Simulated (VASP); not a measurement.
Write the native input for VASP 6.6.1 that does the following.

```yaml
Task: relaxation of cell and atoms
Functional: PBE
Potentials_or_basis: VASP PAW PBE potentials, release 64 (Mg)
Cutoff: 600 eV
k_mesh: 3 × 3 × 3
Occupations: gaussian, width 0.1 eV
Spin: no spin polarisation
Dipole_correction: no
Further_INCAR_settings: ALGO = Fast; EDIFF = 1e-07; IBRION = 2; EDIFFG = -0.04; NSW = 90; ISIF = 3
```

The structure of Mg lies in POSCAR:

```
Mg
1.0
    3.6449664690      2.1044223721      6.2161336964
   -3.6449664690      2.1044223721      6.2161336964
    0.0000000000     -4.2088447441      6.2161336964
Mg
12
Direct
    0.0101900000      0.6536100000      0.0101900000
    0.0101900000      0.0101900000      0.6536100000
    0.6536100000      0.0101900000      0.0101900000
    0.9898100000      0.3463900000      0.9898100000
    0.3463900000      0.9898100000      0.9898100000
    0.9898100000      0.9898100000      0.3463900000
    0.2211800000      0.6306000000      0.2211800000
    0.2211800000      0.2211800000      0.6306000000
    0.6306000000      0.2211800000      0.2211800000
    0.7788200000      0.3694000000      0.7788200000
    0.3694000000      0.7788200000      0.7788200000
    0.7788200000      0.7788200000      0.3694000000
```

The cell was built by a generator and needn't be a form met in nature.

These files were run (other wordings do the same):

INCAR

```
PREC     = Accurate       # precision mode
ENCUT    = 600            # plane-wave cutoff, eV
EDIFF    = 1E-7           # SCF threshold, eV
ISMEAR   = 0              # smearing method
SIGMA    = 0.1            # smearing width, eV
LREAL    = False          # projectors in reciprocal space
LASPH    = True           # aspherical terms in the spheres
NELM     = 100            # most SCF steps
ALGO     = Fast           # electronic algorithm
ISIF     = 3              # what is computed and relaxed
LWAVE    = False          # write WAVECAR
LCHARG   = False          # write CHGCAR
GGA      = PE             # functional
IBRION   = 2              # ionic algorithm
NSW      = 90             # ionic steps
EDIFFG   = -0.04          # ionic threshold
```

KPOINTS

```
Automatic mesh
0
Gamma
  3 3 3
```

Potentials or basis: VASP PAW PBE potentials, release 64 (Mg).

The run is started by

```sh
$ cat potpaw_PBE.64/Mg/POTCAR > POTCAR
$ mpirun -np 1 vasp_std > vasp.out
```

Results of the run:

- Relaxed volume: 31.49 Å³/atom
- Relaxed cell: a = 8.859 Å, b = 8.859 Å, c = 8.859 Å, α = 50.20°, β = 50.20°, γ = 50.20°
- Space group after relaxing (to 0.05 Å): R-3m (No. 166)
- Energy gained by relaxing: 599.6 meV/atom
- Ionic steps: 26
- Pressure after relaxing: 0.0 GPa
- Largest force after relaxing: 0.028 eV/Å
- Band gap on the k mesh: none (metal or under the smearing width)

Caveat: the volume moved by over 15 % at a fixed basis, so the end points are rough.

It took 20 min on 1 thread of Intel(R) Xeon(R) Platinum 8488C (Sapphire Rapids) (shared host), peak memory 0.49 GiB.
